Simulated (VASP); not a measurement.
Runs of VASP 6.6.1 on Ti2C. It takes space group R-3m (No. 166, trigonal). The conventional cell has a = 3.081 Å, b = 3.081 Å, c = 14.441 Å, α = 90.00°, β = 90.00°, γ = 120.00°. Ti (site symmetry 3m) has 3 C at 2.11 Å as nearest neighbours. C (site symmetry -3m) is surrounded by 6 Ti at 2.11 Å. The cell comes from a database or a generator and needn't be the stable form of this composition.

```csv
level,U,gap on the mesh (eV),pressure (GPa),relaxed volume (Å³/atom)
PBEsol+U,Ti d U = 5 eV,none,-0.1,(a)
PBEsol+U,Ti d U = 4 eV,none,0.0,(b)
PBEsol,-,none,0.0,12.84
PBEsol+U,Ti d U = 3 eV,none,0.0,13.32
PBEsol+U,Ti d U = 2 eV,none,0.0,13.17
```

Alike in all rows: task relaxation of cell and atoms; potentials or basis VASP PAW PBE potentials, release 64 (Ti_sv, C); no spin polarisation; cell relaxed; k mesh 10 × 10 × 10; cutoff (eV) 600; smearing fermi-dirac 0.05 eV.

**Question.** Estimate the missing entries.

**Answer.** (a) 13.66; (b) 13.49.

Caveats: the PAW data sets were made with another functional, which shifts forces and pressure a little; U without spin polarisation on a metal has little footing (some runs); the U is typed as a test and isn't derived for this compound (some runs).

A gap of «none» marks a metal or a gap under the smearing width.
